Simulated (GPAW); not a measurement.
Input of a GPAW 26.7.0 run:

run.py

```python
import numpy as np
from ase.io import read
from ase.units import Bohr, Ha
from gpaw import GPAW, PW
from gpaw.hybrids.energy import non_self_consistent_energy
from gpaw.xc.rpa import RPACorrelation

atoms = read('Pt.xyz')

for x in [1.0]:
    ecuts = np.array([96.0, 120.0, 150])
    a = atoms.copy()
    a.set_cell(atoms.cell * x**(1 / 3), scale_atoms=True)
    calc = GPAW(mode=PW(500),
                xc='PBE',
                kpts={'size': (3, 3, 3), 'gamma': True},
                occupations={'name': 'fermi-dirac', 'width': 0.05},
                nbands=17,
                convergence={'density': 1e-06},
                symmetry={'point_group': False},
                maxiter=150,
                txt=f'gs-{x:.2f}.txt')
    a.calc = calc
    dft = a.get_potential_energy(force_consistent=True)
    calc.write(f'gs-{x:.2f}.gpw')
    exx = non_self_consistent_energy(calc, 'EXX').sum()
    calc.diagonalize_full_hamiltonian(nbands=int(a.get_volume() / Bohr**3 * (ecuts[-1] / Ha)**1.5 * 2**0.5 / 3 / np.pi**2 * 1.15) + 30)
    calc.write(f'full-{x:.2f}.gpw', mode='all')
    ec = RPACorrelation(f'full-{x:.2f}.gpw', ecut=ecuts, nfrequencies=12, skip_gamma=True, frequency_scale=2.5, txt=f'rpa-{x:.2f}.txt').calculate()
    slope, ec_inf = np.polyfit(ecuts**-1.5, ec, 1)
    print(f'V = {a.get_volume():.4f} A^3: DFT {dft:.5f}, EXX {exx:.5f}, correlation', *ec.round(5), f'extrapolated {ec_inf:.5f}, total {exx + ec_inf:.5f} eV', flush=True)
```

The input Pt.xyz:

```xyz
1
Lattice="-1.5821724000 1.5849819900 1.5846552900 1.6029151900 -1.5797795700 1.6001956600 1.5674823500 1.5650895200 -1.5794528700" Properties=species:S:1:pos:R:3 pbc="T T T"
Pt     0.0000000000      0.0000000000      0.0000000000
```

Potentials or basis: GPAW PAW data sets (gpaw-data 1.2.1), pw.

The run is started by

```sh
$ OMP_NUM_THREADS=1 python run.py
```

Question: What does it give for the band gap on the k mesh, mean-field level?

Answer: None (metal or under the smearing width).

Caveat: the k mesh is coarse (spacing up to 0.94 Å⁻¹), so the values aren't converged; the response cutoff is short for absolute correlation energies; RPA of a metal hangs on this mesh. The run has no spin-orbit coupling, so splittings on Pt are missing.
